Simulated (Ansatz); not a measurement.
# Y (Fm-3m) in Ansatz: settings compared

Aim: see how the results for Y move with the level of theory and the settings. Levels: PBEsol, r2SCAN+U, r2SCAN+rVV10. Tasks: projected density of states, band structure, single point, Wannier functions.

Everything below comes from runs of Ansatz 0.2.0. Logs are shortened: lines on timing, memory, paths and dates and some standing lists are left out, and cuts for length are marked.

### 1 The structure

It takes space group Fm-3m (No. 225, cubic). Conventional cell: a = 5.104 Å, b = 5.104 Å, c = 5.104 Å, α = 90.00°, β = 90.00°, γ = 90.00°. Y (site symmetry m-3m) has 12 Y at 3.61 Å as nearest neighbours.

This isn't the form of Y at room conditions, which is hcp.

### 2 Projected density of states, PBEsol, spin-orbit coupling, no magnetisation

run.py

```python
import json

import ase.io
import numpy as np
import spglib

import ansatz as az

atoms = ase.io.read("Y.cif")
cell, frac, numbers = spglib.find_primitive((atoms.cell[:], atoms.get_scaled_positions(), atoms.numbers), symprec=1e-5)
atoms = ase.Atoms(numbers, cell=cell, scaled_positions=frac, pbc=True)

calculation = (
    az.Crystal.from_ase(atoms)
    .calculation()
    .kpoints(9, 9, 9)
    .functional("pbesol")
    .pseudopotentials(kind="nc_fr", accuracy="stringent")
    .spin("noncollinear", soc=True)
    .scf(extra_bands=6)
    .occupations(method="tetrahedron")
    .density()
    .potential()
    .output_files(volumetric_format="npy")
    .electron_localization_function()
    .density_of_states(energy_step=0.05, projected=True, nscf_kmesh=(14, 14, 14))
    .forces()
    .stress()
)
outcome = calculation.run(threads=2, events_out="events.jsonl")

report = outcome.report
for line in open("events.jsonl"):
    event = json.loads(line)
    if event["event"] == "scf_iter":
        d = event["data"]
        print(f"SCF {d['iter']:3d}  HF = {d['harris_foulkes_ev']:.6f} eV  dr2 = {d['dr2_ev']:.2e} eV")
    elif event["event"] in ("relax_step", "md_step"):
        d = event["data"]
        print(f"{event['event']} {d['step']:3d}  E = {d['lagrangian_ev']:.6f} eV")
np.set_printoptions(precision=5, suppress=True, linewidth=110)
print("converged:", report["converged"], "after", report["n_iterations"], "iterations")
print(f"free energy {report['free_energy_ev']:.6f} eV, Fermi level {report['fermi_energy_ev']:.4f} eV")
for key in ("band_edges_ev", "magnetization_mub", "site_moments_mub", "site_moments_nc_mub", "forces_ev_ang",
                "stress_gpa", "kpoints_frac", "eigenvalues_ev"):
    if report.get(key) is not None:
        print(key, np.array(report[key]), sep="\n")
```

Y.cif

```cif
data_Y
_cell_length_a 5.10398212
_cell_length_b 5.10398212
_cell_length_c 5.10398212
_cell_angle_alpha 90.00000000
_cell_angle_beta 90.00000000
_cell_angle_gamma 90.00000000
_space_group_name_H-M_alt 'Fm-3m'
_space_group_name_Hall '-F 4 2 3'
_space_group_IT_number 225
loop_
_space_group_symop_operation_xyz
'x,y,z'
'-x,-y,-z'
'-y,x,z'
'y,-x,-z'
'-x,-y,z'
'x,y,-z'
'y,-x,z'
'-y,x,-z'
'x,-y,-z'
'-x,y,z'
'-y,-x,-z'
'y,x,z'
'-x,y,-z'
'x,-y,z'
'y,x,-z'
'-y,-x,z'
'z,x,y'
'-z,-x,-y'
'z,-y,x'
'-z,y,-x'
'z,-x,-y'
'-z,x,y'
'z,y,-x'
'-z,-y,x'
'-z,x,-y'
'z,-x,y'
'-z,-y,-x'
'z,y,x'
'-z,-x,y'
'z,x,-y'
'-z,y,x'
'z,-y,-x'
'y,z,x'
'-y,-z,-x'
'x,z,-y'
'-x,-z,y'
'-y,z,-x'
'y,-z,x'
'-x,z,y'
'x,-z,-y'
'-y,-z,x'
'y,z,-x'
'-x,-z,-y'
'x,z,y'
'y,-z,-x'
'-y,z,x'
'x,-z,y'
'-x,z,-y'
'x,y+1/2,z+1/2'
'-x,-y+1/2,-z+1/2'
'-y,x+1/2,z+1/2'
[... 62 lines left out ...]
'-z+1/2,-x,-y+1/2'
'z+1/2,-y,x+1/2'
'-z+1/2,y,-x+1/2'
'z+1/2,-x,-y+1/2'
'-z+1/2,x,y+1/2'
'z+1/2,y,-x+1/2'
'-z+1/2,-y,x+1/2'
'-z+1/2,x,-y+1/2'
'z+1/2,-x,y+1/2'
'-z+1/2,-y,-x+1/2'
'z+1/2,y,x+1/2'
'-z+1/2,-x,y+1/2'
'z+1/2,x,-y+1/2'
'-z+1/2,y,x+1/2'
'z+1/2,-y,-x+1/2'
'y+1/2,z,x+1/2'
'-y+1/2,-z,-x+1/2'
'x+1/2,z,-y+1/2'
'-x+1/2,-z,y+1/2'
'-y+1/2,z,-x+1/2'
'y+1/2,-z,x+1/2'
'-x+1/2,z,y+1/2'
'x+1/2,-z,-y+1/2'
'-y+1/2,-z,x+1/2'
'y+1/2,z,-x+1/2'
'-x+1/2,-z,-y+1/2'
'x+1/2,z,y+1/2'
'y+1/2,-z,-x+1/2'
'-y+1/2,z,x+1/2'
'x+1/2,-z,y+1/2'
'-x+1/2,z,-y+1/2'
'x+1/2,y+1/2,z'
'-x+1/2,-y+1/2,-z'
'-y+1/2,x+1/2,z'
'y+1/2,-x+1/2,-z'
'-x+1/2,-y+1/2,z'
'x+1/2,y+1/2,-z'
'y+1/2,-x+1/2,z'
'-y+1/2,x+1/2,-z'
'x+1/2,-y+1/2,-z'
'-x+1/2,y+1/2,z'
'-y+1/2,-x+1/2,-z'
'y+1/2,x+1/2,z'
'-x+1/2,y+1/2,-z'
'x+1/2,-y+1/2,z'
'y+1/2,x+1/2,-z'
'-y+1/2,-x+1/2,z'
'z+1/2,x+1/2,y'
'-z+1/2,-x+1/2,-y'
'z+1/2,-y+1/2,x'
'-z+1/2,y+1/2,-x'
'z+1/2,-x+1/2,-y'
'-z+1/2,x+1/2,y'
'z+1/2,y+1/2,-x'
'-z+1/2,-y+1/2,x'
'-z+1/2,x+1/2,-y'
'z+1/2,-x+1/2,y'
'-z+1/2,-y+1/2,-x'
'z+1/2,y+1/2,x'
'-z+1/2,-x+1/2,y'
'z+1/2,x+1/2,-y'
'-z+1/2,y+1/2,x'
'z+1/2,-y+1/2,-x'
'y+1/2,z+1/2,x'
'-y+1/2,-z+1/2,-x'
'x+1/2,z+1/2,-y'
'-x+1/2,-z+1/2,y'
'-y+1/2,z+1/2,-x'
'y+1/2,-z+1/2,x'
'-x+1/2,z+1/2,y'
'x+1/2,-z+1/2,-y'
'-y+1/2,-z+1/2,x'
'y+1/2,z+1/2,-x'
'-x+1/2,-z+1/2,-y'
'x+1/2,z+1/2,y'
'y+1/2,-z+1/2,-x'
'-y+1/2,z+1/2,x'
'x+1/2,-z+1/2,y'
'-x+1/2,z+1/2,-y'
loop_
_atom_site_label
_atom_site_type_symbol
_atom_site_symmetry_multiplicity
_atom_site_Wyckoff_symbol
_atom_site_fract_x
_atom_site_fract_y
_atom_site_fract_z
_atom_site_occupancy
Y1 Y 4 a 0.0000000000 0.0000000000 0.0000000000 1
```

Potentials or basis: PseudoDojo stringent.

Launch:

```console
$ python run.py
```

Output:

```text
DeckWarning: output.forces, output.stress, relax.cell or npt_langevin: where a Kohn–Sham band that disperses or a degenerate level is filled in part under the method tetrahedron, the forces or the stress that this run publishes need not agree with its energy (scf.occupations.method in the input reference, under Limitations); prefer a smearing scheme for the forces or the stress
DeckWarning: basis.ecutwfc = 979.609905 eV, auto-derived from the records' recommended cutoffs: set by Y (normal level)
DeckWarning: The stringent table, which hamiltonian.pseudopotentials names, holds the potential of the library's standard table for Y (one content_sha256, or a second file that the publisher made of the same generator input, which states another). The run takes no other species from the library, so that hamiltonian.pseudopotentials.accuracy: standard would change no potential of it. The deck needs no change, but a comparison with [...]
PlacementWarning: RAYON_NUM_THREADS=2 ignored (pool sized by the plan → 2); use plan(threads=…)
SCF   1  HF = -1109.697244 eV  dr2 = 7.09e-02 eV
SCF   2  HF = -1109.687410 eV  dr2 = 4.59e-02 eV
SCF   3  HF = -1109.672442 eV  dr2 = 8.76e-04 eV
SCF   4  HF = -1109.672354 eV  dr2 = 1.04e-04 eV
SCF   5  HF = -1109.672311 eV  dr2 = 1.39e-07 eV
SCF   6  HF = -1109.672364 eV  dr2 = 2.18e-08 eV
SCF   7  HF = -1109.672364 eV  dr2 = 8.81e-10 eV
converged: True after 7 iterations
free energy -1109.672364 eV, Fermi level 9.3259 eV
magnetization_mub
0.0
site_moments_nc_mub
[[0. 0. 0.]]
forces_ev_ang
[[-0. -0.  0.]]
stress_gpa
[[-2.78014 -0.      -0.     ]
 [ 0.      -2.78014 -0.     ]
 [ 0.       0.      -2.78014]]
kpoints_frac
[[ 0.       0.       0.     ]
 [ 0.       0.       0.11111]
 [ 0.       0.       0.22222]
 [ 0.       0.       0.33333]
 [ 0.       0.       0.44444]
 [ 0.       0.11111  0.11111]
 [ 0.       0.11111  0.22222]
[... 25 lines left out ...]
 [ 0.11111  0.44444 -0.44444]
 [ 0.11111  0.44444 -0.33333]
 [ 0.22222  0.44444 -0.33333]]
eigenvalues_ev
[[-33.27848 -33.27848 -14.03587 -14.03587 -12.55282 -12.55282 -12.55282 -12.55282   4.62595   4.62595
   11.06322  11.06322  11.06322  11.06322  11.11896  11.11896  13.04439]
 [-33.27146 -33.27146 -14.06043 -14.06043 -12.60188 -12.60188 -12.56166 -12.56166   4.92153   4.92153
   10.76631  10.76631  11.18977  11.18977  11.23799  11.23799  12.90239]
 [-33.25362 -33.25362 -14.12575 -14.12575 -12.71905 -12.71905 -12.58388 -12.58388   5.71649   5.71649
   10.16724  10.16724  11.31628  11.31628  11.38672  11.38672  12.89579]
 [-33.23322 -33.23322 -14.20567 -14.20567 -12.84045 -12.84045 -12.60895 -12.60895   6.69382   6.69382
    9.78581   9.78581  11.12082  11.12082  11.1886   11.1886   13.55203]
 [-33.21985 -33.21985 -14.26107 -14.26107 -12.91313 -12.91313 -12.62519 -12.62519   7.30251   7.30251
    9.84356   9.84356  10.91891  10.91891  10.98112  10.98112  14.31379]
 [-33.26912 -33.26912 -14.06817 -14.06817 -12.60611 -12.60611 -12.57689 -12.57689   5.01954   5.01954
   10.62229  10.62229  11.28544  11.28544  11.32978  11.32978  12.48903]
 [-33.2549  -33.2549  -14.11862 -14.11862 -12.69633 -12.69633 -12.59941 -12.59941   5.65122   5.65122
   10.13154  10.13154  11.3814   11.3814   11.54209  11.54209  12.24679]
 [-33.23536 -33.23536 -14.19173 -14.19173 -12.81373 -12.81373 -12.62714 -12.62714   6.6066    6.6066
    9.70302   9.70302  10.94584  10.94584  11.48457  11.48457  12.97492]
 [-33.21964 -33.21964 -14.2535  -14.2535  -12.90036 -12.90036 -12.64977 -12.64977   7.41682   7.41682
    9.58358   9.58358  10.68311  10.68311  11.2559   11.2559   14.04484]
 [-33.21517 -33.21517 -14.27147 -14.27147 -12.92414 -12.92414 -12.65607 -12.65607   7.63451   7.63451
    9.64329   9.64329  10.66279  10.66279  11.15044  11.15044  14.28015]
 [-33.22408 -33.22408 -14.23586 -14.23586 -12.8777  -12.8777  -12.64243 -12.64243   7.21268   7.21268
    9.65557   9.65557  10.72172  10.72172  11.27564  11.27564  13.36486]
 [-33.24214 -33.24214 -14.1664  -14.1664  -12.77723 -12.77723 -12.61427 -12.61427   6.28005   6.28005
    9.89347   9.89347  11.04874  11.04874  11.57247  11.57247  12.45836]
 [-33.26083 -33.26083 -14.098   -14.098   -12.66628 -12.66628 -12.58255 -12.58255   5.38782   5.38782
   10.37518  10.37518  11.2808   11.2808   11.4553   11.4553   12.43183]
 [-33.24539 -33.24539 -14.14995 -14.14995 -12.7337  -12.7337  -12.63733 -12.63733   6.06566   6.06566
    9.72968   9.72968  11.32447  11.32447  11.96254  11.96254  12.01436]
 [-33.2295  -33.2295  -14.20589 -14.20589 -12.81895 -12.81895 -12.67169 -12.67169   6.83614   6.83614
    9.35307   9.35307  10.68489  10.68489  12.22126  12.22126  12.796  ]
 [-33.21462 -33.21462 -14.25903 -14.25903 -12.89507 -12.89507 -12.70472 -12.70472   7.7015    7.7015
    9.17414   9.17414  10.26071  10.26071  12.03899  12.03899  14.03182]
 [-33.20777 -33.20777 -14.28308 -14.28308 -12.92967 -12.92967 -12.72114 -12.72114   8.26518   8.26518
    9.10769   9.10769  10.21406  10.21406  11.81698  11.81698  14.31935]
 [-33.21219 -33.21219 -14.26762 -14.26762 -12.91199 -12.91199 -12.70782 -12.70782   8.07893   8.07893
    9.43433   9.43433   9.98511   9.98511  11.75815  11.75815  13.36893]
 [-33.22579 -33.22579 -14.22169 -14.22169 -12.85153 -12.85153 -12.66632 -12.66632   7.21053   7.21053
    9.67141   9.67141  10.33664  10.33664  11.85672  11.85672  12.46175]
 [-33.21835 -33.21835 -14.24277 -14.24277 -12.86738 -12.86738 -12.70527 -12.70527   7.22088   7.22088
    8.96166   8.96166  10.64525  10.64525  13.06782  13.06782  13.13773]
 [-33.20713 -33.20713 -14.28051 -14.28051 -12.91706 -12.91706 -12.73827 -12.73827   7.68695   7.68695
    8.79353   8.79353  10.55054  10.55054  13.21327  13.21327  14.13056]
 [-33.2011  -33.2011  -14.29836 -14.29836 -12.9378  -12.9378  -12.76719 -12.76719   8.2165    8.2165
    8.84717   8.84717  10.35451  10.35451  12.8455   12.8455   14.47127]
 [-33.2031  -33.2031  -14.29145 -14.29145 -12.93309 -12.93309 -12.76066 -12.76066   8.75441   8.75441
    8.86678   8.86678   9.96453   9.96453  12.35939  12.35939  13.77215]
 [-33.20067 -33.20067 -14.3031  -14.3031  -12.94883 -12.94883 -12.74919 -12.74919   7.61508   7.61508
    8.54264   8.54264  11.12873  11.12873  14.41034  14.41034  14.45741]
 [-33.19829 -33.19829 -14.30937 -14.30937 -12.95396 -12.95396 -12.76487 -12.76487   7.79334   7.79334
    8.59635   8.59635  11.01878  11.01878  13.91862  13.91862  14.73624]
 [-33.23983 -33.23983 -14.17152 -14.17152 -12.77555 -12.77555 -12.63653 -12.63653   6.37826   6.37826
    9.73356   9.73356  10.9194   10.9194   12.06182  12.06182  12.13133]
 [-33.22263 -33.22263 -14.23296 -14.23296 -12.86457 -12.86457 -12.67554 -12.67554   7.33531   7.33531
    9.47927   9.47927  10.33797  10.33797  11.83618  11.83618  13.01907]
 [-33.21136 -33.21136 -14.27389 -14.27389 -12.9206  -12.9206  -12.70064 -12.70064   8.02853   8.02853
    9.31357   9.31357  10.23798  10.23798  11.61183  11.61183  13.98642]
 [-33.21594 -33.21594 -14.25137 -14.25137 -12.87917 -12.87917 -12.71335 -12.71335   7.52979   7.52979
    9.11337   9.11337  10.25471  10.25471  12.71384  12.71384  13.15513]
 [-33.2055  -33.2055  -14.28479 -14.28479 -12.9203  -12.9203  -12.75268 -12.75268   8.23955   8.23955
    9.07166   9.07166   9.96017   9.96017  12.42645  12.42645  14.02185]
 [-33.2031  -33.2031  -14.29169 -14.29169 -12.92961 -12.92961 -12.76393 -12.76393   8.81745   8.81745
    8.87592   8.87592   9.87925   9.87925  12.11216  12.11216  14.009  ]
 [-33.20988 -33.20988 -14.27133 -14.27133 -12.90876 -12.90876 -12.73249 -12.73249   8.24248   8.24248
    9.50791   9.50791   9.56377   9.56377  12.12674  12.12674  13.33346]
 [-33.20033 -33.20033 -14.30123 -14.30123 -12.9397  -12.9397  -12.76806 -12.76806   7.94367   7.94367
    8.75991   8.75991  10.59623  10.59623  13.30585  13.30585  14.50878]
 [-33.19874 -33.19874 -14.30351 -14.30351 -12.93596 -12.93596 -12.79012 -12.79012   8.35251   8.35251
    8.96249   8.96249  10.24438  10.24438  12.55345  12.55345  14.58864]
 [-33.19953 -33.19953 -14.29964 -14.29964 -12.92462 -12.92462 -12.79893 -12.79893   8.59399   8.59399
    9.37048   9.37048   9.64125   9.64125  12.08207  12.08207  14.5427 ]]
```

Wall time 23 s (2 threads of Arm Neoverse V1, shared host); peak memory 0.61 GiB.

Results:

```
Free energy                          : -1109.6724 eV
Pressure                             : -2.8 GPa
Band gap on the k mesh               : none (metal or under the smearing width)
Density of states at the Fermi level : 1.69 states/eV per cell
```

States per cell in windows of 0.5 eV (zero at the Fermi level; states under -8 eV left out):
```csv
from (eV),total,Y 4d j=2.5,Y 4d j=1.5,Y 5s j=0.5
-8.0,0.00,0.00,0.00,0.00
-7.5,0.00,0.00,0.00,0.00
-7.0,0.00,0.00,0.00,0.00
-6.5,0.00,0.00,0.00,0.00
-6.0,0.00,0.00,0.00,0.00
-5.5,0.00,0.00,0.00,0.00
-5.0,0.01,0.00,0.00,0.01
-4.5,0.05,0.00,0.00,0.04
-4.0,0.08,0.00,0.00,0.07
-3.5,0.11,0.01,0.00,0.10
-3.0,0.16,0.02,0.01,0.12
-2.5,0.25,0.05,0.03,0.15
-2.0,0.46,0.17,0.11,0.16
-1.5,0.51,0.24,0.15,0.10
-1.0,0.53,0.29,0.19,0.04
-0.5,0.88,0.49,0.33,0.01
0.0,0.90,0.44,0.31,0.05
0.5,0.92,0.47,0.34,0.05
1.0,0.71,0.33,0.26,0.06
1.5,0.62,0.32,0.26,0.01
2.0,0.65,0.41,0.23,0.00
2.5,0.72,0.41,0.27,0.02
3.0,0.43,0.24,0.16,0.01
3.5,0.27,0.15,0.10,0.01
4.0,0.25,0.13,0.09,0.01
4.5,0.34,0.19,0.13,0.01
5.0,0.15,0.08,0.06,0.00
5.5,0.00,0.00,0.00,0.00
6.0,0.00,0.00,0.00,0.00
6.5,0.00,0.00,0.00,0.00
7.0,0.00,0.00,0.00,0.00
7.5,0.00,0.00,0.00,0.00
```

Caveat: with tetrahedron occupations forces and stress needn't match the slope of the energy.

(Part 1 of 3 ends here.)
